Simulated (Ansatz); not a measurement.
This is a single-point calculation with the plane-wave code Ansatz on Ge, lonsdaleite; the level of theory is HSE06. The cell was relaxed with r2SCAN and then strained (isotropic -2.0 % on every length), with the atoms relaxed again with r2SCAN; k points keep the names of the unstrained zone.

```yaml
crystal:
  lattice:
    - [3.9176629032, 0.0, 0.0]
    - [-1.9588314516, 3.3927955976, 0.0]
    - [0.0, 0.0, 6.4609631263]
  atoms:
    - { symbol: Ge, position: [0.3333333333, 0.6666666667, 0.0005066657] }
    - { symbol: Ge, position: [0.6666666667, 0.3333333333, 0.5005066657] }
    - { symbol: Ge, position: [0.3333333333, 0.6666666667, 0.3744933343] }
    - { symbol: Ge, position: [0.6666666667, 0.3333333333, 0.8744933343] }
kpoints:
  mp_grid: { grid: [6, 6, 4] }
  band_path:
    path:
      - [0.0, 0.0, 0.0]
      - [0.5, 0.0, 0.0]
      - [0.3333333333, 0.3333333333, 0.0]
      - [0.0, 0.0, 0.5]
      - [0.5, 0.0, 0.5]
      - [0.3333333333, 0.3333333333, 0.5]
      - [0.0, 0.0, 0.05]
      - [0.0, 0.0, 0.15]
    npoints: 1
hamiltonian:
  xc: hse06
scf:
  occupations: { method: fermi_dirac, width: 0.02 }
  n_extra_bands: 5
output:
  forces: true
  stress: true
  eigenvalues: true
```

Some lines of the output have been replaced by numbered gaps.
```
Functional definition: HSE06
Crystal: 4 atoms, lattice volume = 85.878 Å³
Basis set: ecut = 420 eV, 1713 PW (Γ)
Bands: 33, of which v1, the nominal top of the filled ones, is band 28 counted from 1 (27 counted from 0)
Symmetry: 24 space group operations
Space group: P63/mmc (ITA 194)
k-points: 21 of 144
[warm-up without exact exchange]
SCF 1 converged in 7 iterations: F = -17179.608871 eV  dr2 = 3.47e-11
[exact exchange on]
Exchange kernel: α = 0.2500, screened, ω = 0.2079 Å⁻¹, Wigner–Seitz truncation, v(0) = 1046.7100 eV·Å³, q-mesh 6×6×4
SCF 2 stopped early in 6 iterations: F = -17183.225232 eV  dr2 = 6.21e-6
hybrid outer 1: dexx = +2.103e-2 eV, tail = 1.39e-4 eV
SCF 3 converged in 6 iterations: F = -17183.226166 eV  dr2 = 8.21e-12
hybrid outer 2: dexx = +2.045e-6 eV, tail = 4.71e-8 eV, Δε = 5.65e-3 eV, ΔF = 4.86e-4 eV/Å
NSCF: frozen V_eff on 8 k-points
Free energy (F): -17183.226162 eV
[1]
--- Forces (eV/Å), atoms counted from 1 ---
[2]
--- Stress (GPa, compression-positive) ---
        5.598413       0.000000       0.000000
        0.000000       5.598413       0.000000
        0.000000       0.000000       5.645666
  P = ⅓ Tr σ = 5.6142 GPa (56.142 kbar)
--- Band table (eV; the first three rows and the last of 21) ---
[3]
```

The rows of the band table are 0: (0, 0, 0) = Γ, 1: (0, 0, 1/4), 2: (0, 0, -1/2) = A, 20: (1/3, 1/3, -1/2) = H.

Q: Give the withheld lines. They hold the Fermi energy and the band table, the forces.

A:
```
[1]
Fermi energy:    9.479152 eV
[2]
  atom   1  Ge      0.00000      0.00000    -0.01136
  atom   2  Ge      0.00000      0.00000    -0.01136
  atom   3  Ge      0.00000      0.00000      0.01136
  atom   4  Ge      0.00000      0.00000      0.01136
[3]
  k-point 0: bands = […, 0.3775, 7.3099, 7.3099, 8.8621, 9.1933, 9.1933, 9.7511, 10.5132, 11.9261, 11.9261, …]
  k-point 1: bands = […, 1.4839, 6.5623, 7.5045, 7.5045, 8.7760, 8.7760, 9.9746, 11.4819, 12.3313, 12.3313, …]
  k-point 2: bands = […, 3.7896, 3.7896, 8.0487, 8.0487, 8.0487, 8.0487, 10.6245, 10.6245, 13.1544, 13.1544, …]
  k-point 20: bands = […, -0.1152, -0.1152, 4.0285, 4.0285, 6.6972, 6.6972, 11.0112, 11.0112, 13.8233, 13.8233, …]
```
Only the leading digits can be foreseen; the rest is this run's record.

With HSE06 the gap is 0.56 eV and direct, at Γ. The mean pressure is +5.6 GPa (compression positive), so HSE06 would enlarge the cell's volume. (The program warns that its thresholds are loose for a hybrid's stress.)

No spin polarisation and no zero-point or thermal motion.

The runs are scalar-relativistic, without spin-orbit coupling.

The meshes of the hybrids are coarse, so their gaps aren't converged to the digits shown.
